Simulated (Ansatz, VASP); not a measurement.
## One calculation of Cd, two programs

Contents of INCAR:

```
  ALGO = Normal
  EDIFF = 1E-6
  ENCUT = 520
  GGA = PS
  ISIF = 2
  ISMEAR = -1
  LASPH = True
  LCHARG = False
  LREAL = False
  LWAVE = False
  NBANDS = 12
  NELM = 80
  PREC = Accurate
  SIGMA = 0.15
```

File KPOINTS:

```
k-points
0
Gamma
  7 7 7
```

The input POSCAR:

```
Cd
1.0
   -1.7384439142      1.7384439142      1.7384439142
    1.7384439142     -1.7384439142      1.7384439142
    1.7384439142      1.7384439142     -1.7384439142
Cd
1
Direct
    0.0000000000      0.0000000000      0.0000000000
```

Input for Ansatz:

```yaml
crystal:
  lattice:
    - [-1.7384439141878598, 1.7384439141878596, 1.7384439141878596]
    - [1.7384439141878598, -1.7384439141878596, 1.7384439141878598]
    - [1.7384439141878598, 1.7384439141878598, -1.7384439141878598]
  atoms:
    - { symbol: Cd, position: [1.5629876228375208e-18, 3.593995678404327e-21, 1.5593936271591138e-18] }
basis:
  ecutwfc: 421.77648681281397
kpoints:
  mp_grid:
    grid: [7, 7, 7]
hamiltonian:
  xc: pbesol
scf:
  occupations:
    method: fermi_dirac
    width: 0.15
output:
  forces: true
  stress: true
```

This isn't the form of Cd at room conditions, which is hcp.

Alike in both runs: task single point; functional PBEsol; k mesh 7 × 7 × 7; occupations fermi-dirac, width 0.15 eV; no spin polarisation.

|  | VASP | Ansatz |
| --- | --- | --- |
| version | VASP 6.6.1 | Ansatz 0.2.0 |
| potentials or method | VASP PAW PBE potentials, release 64 (Cd) | plane waves, PAW |
| plane-wave cutoff (eV) | 520 | 422 |
| valence electrons in the cell | 12 | 20 |

|  | VASP | Ansatz | Ansatz less VASP |
| --- | --- | --- | --- |
| pressure (GPa) | 0.8 | 0.5 | -0.33 |

With one functional, cell and mesh, what is left measures potentials, basis and numerics. The two sets of potentials don't hold the same shells in valence.

Caveats: the k mesh is coarse (spacing up to 0.37 Å⁻¹), so the values aren't converged; the PAW data sets were made with another functional, which shifts forces and pressure a little (VASP).
